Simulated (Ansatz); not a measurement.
# The 3-layer 2H-WS2 (2H stacking) between two gates, part 3 of 3

How do the bands of the 3-layer 2H-WS2 (2H stacking) follow a displacement field between two gates?

Ansatz 0.2.0; plane-wave DFT, PBE-D3(BJ), Ansatz PAW (set soft_1); PAW set soft_1 (the session's first sound run).

So far, gap along the path (eV): step 3 (gated layer, displacement field 0) 1.14; step 4 (displacement field 0.905 V/nm) 1.12; step 5 (displacement field 1.81 V/nm) 1.07; step 6 (displacement field 2.71 V/nm) 0.990.

**7. Gated layer, displacement field 3.62 V/nm**

The input, input.yaml:

```yaml
crystal:
  lattice:
    - [3.1560561452, 0.0, 0.0]
    - [-1.5780280726, 2.7332247975, 0.0]
    - [0.0, 0.0, 61.7130916755]
  atoms:
    - { symbol: S, position: [0.3333333333, 0.6666666667, 0.3759331994] }
    - { symbol: W, position: [0.0, 0.0, 0.4014835652] }
    - { symbol: S, position: [0.3333333333, 0.6666666667, 0.4270032616] }
    - { symbol: S, position: [0.0, 0.0, 0.4744901495] }
    - { symbol: W, position: [0.3333333333, 0.6666666667, 0.5] }
    - { symbol: S, position: [0.0, 0.0, 0.5255098505] }
    - { symbol: S, position: [0.3333333333, 0.6666666667, 0.5729967384] }
    - { symbol: W, position: [0.0, 0.0, 0.5985164348] }
    - { symbol: S, position: [0.3333333333, 0.6666666667, 0.6240668006] }
  periodic: [true, true, false]
  symmetry: { detect: true }
kpoints:
  mp_grid: { grid: [30, 30, 1] }
  band_path:
    path: [[0, 0, 0], [0.5, 0, 0], [0.33333333, 0.33333333, 0], [0, 0, 0]]
    npoints: 16
hamiltonian:
  xc: pbe
  dispersion: d3bj
  pseudopotentials: { kind: paw, azcp: { folder: soft_1 } }
scf:
  occupations: { method: fermi_dirac, width: 0.02585 }
  convergence: { dr2_threshold: 1.0e-10 }
output:
  forces: true
  eigenvalues: true
  dos: { projected: true, e_range: [-3, 3], de: 0.01 }
  write_potential: true
  write_density: true
  volumetric_format: npy
  elf: true
external_charges:
  - { charge: 0, barrier: 10, axis: 3, height: 42.013, sigma: 0.25 }
  - { charge: -0.017252, axis: 3, height: 43.513, sigma: 0.5 }
  - { charge: 0, barrier: 10, axis: 3, height: 19.7, sigma: 0.25 }
  - { charge: 0.017252, axis: 3, height: 18.2, sigma: 0.5 }
```

On the command line:

```sh
ansatz run input.yaml --threads 4 --pin off --max-ram 8192MiB --backend cpu --events-out ev --progress --plain --runs-dir out
```

Numbers of over 12 decimals in the logs are rounded to 6 here.

What it wrote:

```text
[...]
Crystal: 9 atoms, lattice volume = 532.350 Å³
Basis set: ecut = 420 eV, 10287 PW (Γ), exchange–correlation on 48×48×864 points (8 copies of the dense FFT grid, shifted against one another)
Bands: 48, of which v1, the nominal top of the filled ones, is band 39 counted from 1 (38 counted from 0)
Symmetry: 6 space group operations
k-points: 91 of 900 (time reversal used)
[...]
--- Band table (eV; the first three rows and the last of 91) ---
  k-point 0: bands = [... 35 lower, -6.9038, -6.1347, -5.4934, -5.0176, -3.0684, -3.0684, -2.9524, -2.9524, ... 5 higher]
  k-point 1: bands = [... 35 lower, -6.8048, -6.1324, -5.5107, -5.0471, -3.0891, -3.0321, -2.9908, -2.9702, ... 5 higher]
  k-point 2: bands = [... 35 lower, -6.6947, -6.1318, -5.5669, -5.1355, -3.1529, -3.0861, -3.0220, -2.9291, ... 5 higher]
  k-point 90: bands = [... 35 lower, -7.7467, -6.0261, -5.6997, -5.3367, -4.0710, -3.7494, -3.4023, -2.9991, ... 5 higher]
[key lines of the parts left out:]
SCF converged after 18 iterations
Free energy (F): -36580.919939 eV
Fermi energy:    -4.592976 eV
```

It took 71 s on 4 threads of Intel Xeon 6975P-C (Granite Rapids), shared host; peak memory 2 GiB; 4.7 min of CPU time.

The gap, the smaller of path and mesh, is 0.893 eV.

**8. Gated layer, displacement field -1.81 V/nm**

Edit input.yaml of step 7 so:

```diff
@@ -39,4 +39,4 @@
   - { charge: 0, barrier: 10, axis: 3, height: 42.013, sigma: 0.25 }
-  - { charge: -0.017252, axis: 3, height: 43.513, sigma: 0.5 }
+  - { charge: 0.008626, axis: 3, height: 43.513, sigma: 0.5 }
   - { charge: 0, barrier: 10, axis: 3, height: 19.7, sigma: 0.25 }
-  - { charge: 0.017252, axis: 3, height: 18.2, sigma: 0.5 }
+  - { charge: -0.008626, axis: 3, height: 18.2, sigma: 0.5 }
```

What it wrote:

```text
[...]
Crystal: 9 atoms, lattice volume = 532.350 Å³
Basis set: ecut = 420 eV, 10287 PW (Γ), exchange–correlation on 48×48×864 points (8 copies of the dense FFT grid, shifted against one another)
Bands: 48, of which v1, the nominal top of the filled ones, is band 39 counted from 1 (38 counted from 0)
Symmetry: 6 space group operations
k-points: 91 of 900 (time reversal used)
[...]
--- Band table (eV; the first three rows and the last of 91) ---
  k-point 0: bands = [... 35 lower, -7.0091, -6.0924, -5.4825, -5.0852, -2.8975, -2.8975, -2.7989, -2.7989, ... 5 higher]
  k-point 1: bands = [... 35 lower, -6.8834, -6.0917, -5.4987, -5.1170, -2.9161, -2.8626, -2.8301, -2.8111, ... 5 higher]
  k-point 2: bands = [... 35 lower, -6.7546, -6.0937, -5.5519, -5.2128, -2.9713, -2.9239, -2.8638, -2.7995, ... 5 higher]
  k-point 90: bands = [... 35 lower, -7.8988, -5.8657, -5.6928, -5.4902, -3.8998, -3.7449, -3.5647, -2.9181, ... 5 higher]
[key lines of the parts left out:]
SCF converged after 18 iterations
Free energy (F): -36580.941855 eV
Fermi energy:    -4.574516 eV
```

The job ended after 71 s (4 threads; peak memory 2 GiB).

The gap, the smaller of path and mesh, is 1.067 eV.

**9. The series together**

This step: plane-wave DFT, PBE-D3(BJ), Ansatz PAW (set soft_1); response to a displacement field between two gates; PAW set soft_1 (Ansatz 0.2.0).

The potential behind each gate is read from every run and counted from the uncharged case.

Numbers from this step:

```yaml
electrostatic_distance_between_the_gates: 9.925 Å
geometric_distance_between_the_gates: 25.31 Å
```

Electron's potential behind the upper gate less behind the lower, less the value without field. Step of the electron's potential energy between the gates against displacement field D/eps0:

```
displacement field D/eps0 (V/nm)  step of the electron's potential energy between the gates (eV)
                           -1.81                                                           -1.80
                            0.00                                                               0
                            0.90                                                           0.898
                            1.81                                                            1.80
                            2.71                                                            2.69
                            3.62                                                            3.59
```

The smaller of the gaps on the path and on the k-mesh, counted as 0 under 0.03 eV. Table of gap by displacement field D/eps0:

```
displacement field D/eps0 (V/nm)  gap (eV)
                           -1.81      1.07
                            0.00      1.14
                            0.90      1.12
                            1.81      1.07
                            2.71     0.990
                            3.62     0.893
```

By hand: 3.62 V/nm over the 25.31 Å between the sheets would give 9.16 V in vacuum; the run has 3.59 V, as over 9.92 Å.

**10. The same run with other settings**

This step: plane-wave DFT, PBE-D3(BJ), Ansatz PAW (set soft_1), but for the change named below (Ansatz 0.2.0).

A run with a changed input: it repeats the earlier run at 0.905 V/nm with magnetization to spin_polarized: true and hamiltonian.dispersion from d3bj to d4.

Edit input.yaml of step 8 so:

```diff
@@ -24,3 +24,3 @@
   xc: pbe
-  dispersion: d3bj
+  dispersion: d4
   pseudopotentials: { kind: paw, azcp: { folder: soft_1 } }
@@ -32,3 +32,2 @@
   eigenvalues: true
-  dos: { projected: true, e_range: [-3, 3], de: 0.01 }
   write_potential: true
@@ -36,7 +35,8 @@
   volumetric_format: npy
-  elf: true
 external_charges:
   - { charge: 0, barrier: 10, axis: 3, height: 42.013, sigma: 0.25 }
-  - { charge: 0.008626, axis: 3, height: 43.513, sigma: 0.5 }
+  - { charge: -0.004313, axis: 3, height: 43.513, sigma: 0.5 }
   - { charge: 0, barrier: 10, axis: 3, height: 19.7, sigma: 0.25 }
-  - { charge: -0.008626, axis: 3, height: 18.2, sigma: 0.5 }
+  - { charge: 0.004313, axis: 3, height: 18.2, sigma: 0.5 }
+magnetization:
+  spin_polarized: true
```

What it wrote:

```text
band count auto-derived: 54 (N_el = 78.0; filled up to band 39; 48 by the electrons, moments and atoms)
[...]
Crystal: 9 atoms, lattice volume = 532.350 Å³
Basis set: ecut = 420 eV, 10287 PW (Γ), exchange–correlation on 48×48×864 points (8 copies of the dense FFT grid, shifted against one another)
Bands: 54, of which v1, the nominal top of the filled ones, is band 39 counted from 1 (38 counted from 0)
Symmetry: 6 space group operations
k-points: 91 of 900 (time reversal used)
[...]
SCF iter   1: F=—  HF=-36582.355521 eV  |F-HF|=—  |Δ(HF+E_count)|=         —  Δρ=1.28e-2 (↑1.28e-2 ↓1.28e-2)  dr2=3.91e0  dr2_m=0.00e0  M=0.000 μB ∫|m|=0.000 μB  β_m=0.30  ethr=3.10e-3  ⟨swp⟩=17.8  Hψ=45283  notcnv=0  defer=95
[...]
spin=Collinear: Resta preconditioning applied to the charge; magnetization (m = ρ↑ − ρ↓) channel mixes plain (no charge-response kernel on spin).
SCF iter   2: F=—  HF=-36581.516848 eV  |F-HF|=—  |Δ(HF+E_count)|=   8.39e-1  Δρ=7.75e-3 (↑7.75e-3 ↓7.75e-3)  dr2=1.40e0  dr2_m=0.00e0  M=0.000 μB ∫|m|=0.000 μB  β_m=0.48  ethr=3.10e-3  ⟨swp⟩=4.8  Hψ=10620  notcnv=0  defer=591
[...]
SCF iter  20: F=-36581.157380 eV  HF=-36581.157380 eV  |F-HF|=1.24e-10  |Δ(HF+E_count)|=  2.91e-11  Δρ=2.88e-8 (↑2.88e-8 ↓2.88e-8)  dr2=3.54e-11  dr2_m=0.00e0  M=0.000 μB ∫|m|=0.000 μB  ethr=1.00e-12  ⟨swp⟩=33.8  Hψ=56037  notcnv=0
SCF 1 converged in 20 iterations: F = -36581.157380 eV  dr2 = 3.54e-11
[...]
SCF converged after 20 iterations
Magnetization: 0.0000 μB (39.0000 up, 39.0000 down)
Absolute magnetization: 0.0000 μB (∫|ρ↑−ρ↓|)
[...]
Per-site moments (μB) at R_I (Å): [(0.0, 0.993988), (0.0, 0.993478), (0.0, 0.993478), (0.0, 0.993314), (0.0, 0.993314), (0.0, 0.993314), (0.0, 0.993478), (0.0, 0.993478), (0.0, 0.993988)]
Free energy (F): -36581.157380 eV
[...]
Internal energy: -36581.157380 eV  (E = F + TS)
E sigma→0 (E₀):  -36581.157380 eV
Fermi energy:    -4.568457 eV
[...]
--- Forces (eV/Å), atoms and charges each counted from 1 ---
  atom   1  S      0.00000000     0.00000000     0.01290119
  atom   2  W      0.00000000     0.00000000    -0.01019140
  atom   3  S     -0.00000000    -0.00000000    -0.01069315
  atom   4  S      0.00000000     0.00000000     0.00334103
  atom   5  W      0.00000000    -0.00000000    -0.00680271
  atom   6  S      0.00000000     0.00000000     0.00349034
  atom   7  S      0.00000000    -0.00000000     0.01727986
  atom   8  W      0.00000000     0.00000000    -0.00067970
  atom   9  S      0.00000000     0.00000000    -0.00819722
  external charge   1     0.00000000     0.00000000     0.00391219
  external charge   2     0.00000000     0.00000000    -0.00019521
  external charge   3     0.00000000     0.00000000    -0.00436210
  external charge   4     0.00000000     0.00000000     0.00019499
  max |Σ_I F_I| component, the external charges' with the atoms': 1.90e-6 eV/Å
--- Band table (eV; the first three rows and the last of 182) ---
  k-point 0 ↑: bands = [... 35 lower, -7.0131, -6.0807, -5.4786, -5.1042, -2.8149, -2.8149, -2.7568, -2.7568, ... 11 higher]
  k-point 1 ↑: bands = [... 35 lower, -6.9017, -6.0803, -5.4943, -5.1368, -2.8320, -2.7848, -2.7745, -2.7416, ... 11 higher]
  k-point 2 ↑: bands = [... 35 lower, -6.7708, -6.0824, -5.5459, -5.2353, -2.8821, -2.8447, -2.7994, -2.7965, ... 11 higher]
  k-point 90 ↓: bands = [... 35 lower, -7.9681, -5.7987, -5.6869, -5.5597, -3.8150, -3.7437, -3.6473, -2.8960, ... 11 higher]
```

Run time: 86 s. Hardware: 4 threads; peak memory 3.5 GiB; 5.6 min of CPU time.

This step gave:

```yaml
gap_on_the_k_mesh: 1.118 eV
gap_along_the_path: 1.118 eV
gap_the_smaller_of_path_and_mesh: 1.118 eV
potential_beyond_the_upper_barrier_and_gate_less_the_barrier_from_the_fermi_level: 5.018 eV
```

Deep bands are left out, so band numbers here count from the lowest band kept and differ from the log's. The electronic bands at the labelled points (eV, zero at the Fermi level of the run, which the smearing sets inside the gap; # counts the bands kept):

```
  point  up #20  up #21  up #22  up #23  down #20  down #21  down #22  down #23
      Γ   -0.91   -0.54    1.75    1.75     -0.91     -0.54      1.75      1.75
halfway   -2.00   -1.91    0.95    1.25     -2.00     -1.91      0.95      1.25
      M   -2.08   -1.96    1.79    1.86     -2.08     -1.96      1.79      1.86
halfway   -1.55   -1.41    1.44    1.53     -1.55     -1.41      1.44      1.53
      K   -1.12   -0.99    0.75    0.82     -1.12     -0.99      0.75      0.82
halfway   -1.99   -1.90    0.58    0.90     -1.99     -1.90      0.58      0.90
      Γ   -0.91   -0.54    1.75    1.75     -0.91     -0.54      1.75      1.75
```

```
                                                                                quantity  this run  earlier run  difference
                                                                 gap along the path (eV)     1.118        1.118      3.1e-5
                                                                  gap on the k-mesh (eV)     1.118        1.118     -1.0e-6
potential beyond the upper barrier and gate, less the barrier, from the Fermi level (eV)     5.018        5.018           0
```

Nothing in the table moves by 0.01 in its unit. The run took 20 SCF cycles against 17.

No band crosses the Fermi level on this path.

**11. The same run with other settings**

This step: plane-wave DFT, PBE-D3(BJ), Ansatz PAW (set soft_1) (Ansatz 0.2.0).

Another changed input: it repeats the earlier run at 0.905 V/nm with crystal.symmetry from detect: true to detect: false and scf.eigensolver.kind to davidson.

Edit input.yaml of step 10 so:

```diff
@@ -16,3 +16,3 @@
   periodic: [true, true, false]
-  symmetry: { detect: true }
+  symmetry: { detect: false }
 kpoints:
@@ -24,3 +24,3 @@
   xc: pbe
-  dispersion: d4
+  dispersion: d3bj
   pseudopotentials: { kind: paw, azcp: { folder: soft_1 } }
@@ -29,2 +29,3 @@
   convergence: { dr2_threshold: 1.0e-10 }
+  eigensolver: { kind: davidson }
 output:
@@ -40,3 +41 @@
   - { charge: 0.004313, axis: 3, height: 18.2, sigma: 0.5 }
-magnetization:
-  spin_polarized: true
```

What it wrote:

```text
[...]
Crystal: 9 atoms, lattice volume = 532.350 Å³
Basis set: ecut = 420 eV, 10287 PW (Γ), exchange–correlation on 48×48×864 points (8 copies of the dense FFT grid, shifted against one another)
Bands: 48, of which v1, the nominal top of the filled ones, is band 39 counted from 1 (38 counted from 0)
Symmetry: 1 space group operations
k-points: 452 of 900 (time reversal used)
[...]
SCF iter  19: F=-36580.947336 eV  HF=-36580.947336 eV  |F-HF|=6.48e-10  |Δ(HF+E_count)|=  2.18e-11  Δρ=2.36e-8  dr2=9.77e-12  ethr=2.37e-12 (applied; sched 1.00e-12)  ⟨swp⟩=9.8  Hψ=121218  notcnv=0
SCF 1 converged in 19 iterations: F = -36580.947336 eV  dr2 = 9.77e-12
  Residual-converged pass: the last iteration was solved by the pass's rule, and is the pass (adopted: true)  max |occ|·‖R‖ = 1.0e-8 eV (tolerance 1.0e-8 eV)  dr2=9.77e-12  dr2_onsite=7.23e-14
[...]
SCF converged after 19 iterations
Free energy (F): -36580.947336 eV
[...]
Internal energy: -36580.947336 eV  (E = F + TS)
E sigma→0 (E₀):  -36580.947336 eV
Fermi energy:    -4.568456 eV
[...]
--- Forces (eV/Å), atoms and charges each counted from 1 ---
  atom   1  S      0.00000000    -0.00000000     0.00505150
  atom   2  W     -0.00000000     0.00000001    -0.00344868
  atom   3  S      0.00000000    -0.00000000     0.00330734
  atom   4  S     -0.00000000     0.00000000     0.00382621
  atom   5  W      0.00000000    -0.00000000    -0.00680247
  atom   6  S     -0.00000000     0.00000000     0.00300521
  atom   7  S      0.00000000    -0.00000000     0.00327922
  atom   8  W     -0.00000000     0.00000001    -0.00741982
  atom   9  S      0.00000000    -0.00000000    -0.00034802
  external charge   1     0.00000000     0.00000000     0.00391219
  external charge   2     0.00000000     0.00000000    -0.00019521
  external charge   3     0.00000000     0.00000000    -0.00436210
  external charge   4     0.00000000     0.00000000     0.00019499
  max |Σ_I F_I| component, the external charges' with the atoms': 3.56e-7 eV/Å
--- Band table (eV; the first three rows and the last of 452) ---
  k-point 0: bands = [... 35 lower, -7.0131, -6.0807, -5.4786, -5.1042, -2.8149, -2.8149, -2.7568, -2.7568, ... 5 higher]
  k-point 1: bands = [... 35 lower, -6.9017, -6.0803, -5.4943, -5.1368, -2.8320, -2.7848, -2.7745, -2.7416, ... 5 higher]
  k-point 2: bands = [... 35 lower, -6.7708, -6.0824, -5.5459, -5.2353, -2.8821, -2.8447, -2.7994, -2.7965, ... 5 higher]
  k-point 451: bands = [... 35 lower, -6.7717, -6.7520, -6.6445, -6.5261, -2.7833, -2.7077, -2.6117, -2.4293, ... 5 higher]
```

Elapsed: 5.4 min, on 4 threads; peak memory 4.7 GiB.

Numbers from this step:

```yaml
smallest_direct_gap_along_the_path: 1.745 eV
```

The electronic bands at the labelled points (eV, zero at the Fermi level of the run, which the smearing sets inside the gap):

```
  point  band 36  band 37  band 38  band 39  band 40  band 41  band 42  band 43
      Γ    -2.44    -1.51    -0.91    -0.54     1.75     1.75     1.81     1.81
halfway    -2.49    -2.10    -2.00    -1.91     0.95     1.25     1.35     1.47
      M    -2.20    -2.18    -2.08    -1.96     1.79     1.86     1.96     2.14
halfway    -3.12    -1.68    -1.55    -1.41     1.44     1.53     1.63     2.23
      K    -3.40    -1.23    -1.12    -0.99     0.75     0.82     0.92     1.67
halfway    -2.36    -2.07    -1.99    -1.90     0.58     0.90     1.24     1.60
      Γ    -2.44    -1.51    -0.91    -0.54     1.75     1.75     1.81     1.81
```

```
                                                                                quantity  this run  earlier run  difference
                                                                 gap along the path (eV)     1.118        1.118           0
                                                 smallest direct gap along the path (eV)     1.745        1.745      2.0e-6
                                                                  gap on the k-mesh (eV)     1.118        1.118      1.6e-7
potential beyond the upper barrier and gate, less the barrier, from the Fermi level (eV)     5.018        5.018           0
```

Nothing in the table moves by 0.01 in its unit. The run took 19 SCF cycles against 17.

The path shows an indirect gap of 1.12 eV (valence top at Γ, conduction bottom between K and Γ). The least direct gap is 1.74 eV.

**12. Summary of results**

```json
{
 "gap with uncharged gates": "1.14 eV",
 "electrostatic distance between the gates": "9.92 Å",
 "geometric distance between the gates": "25.3 Å",
 "gap at 3.62 V/nm": "0.893 eV"
}
```

In words: The gap goes from 1.14 to 0.89 eV at 3.6 V/nm. The layers screen the field: the voltage is that of a vacuum gap 15.4 Å narrower than the real distance. The gates are charged sheets behind model barriers, not atoms. Gaps are the smaller of those on the path and on the mesh; band edges between these points would make them smaller still. Spin-orbit coupling is left out, which matters for the bands of elements this heavy.

[Logs are printed without paths, hosts, clocks, repeated set-up lines and the standing remarks that a program may print on its own settings, such as how far it seeks lower states.]

[Hosts, paths, dates, database ids (printed as entryN), source tags and the programs' standing remarks are cut or masked in the printed files.]

[Maps of the electrostatic potential energy from Ansatz leave out the sawtooth potential of an applied field or a dipole correction, so their vacuum need not be flat; planar profiles and work functions include it.]
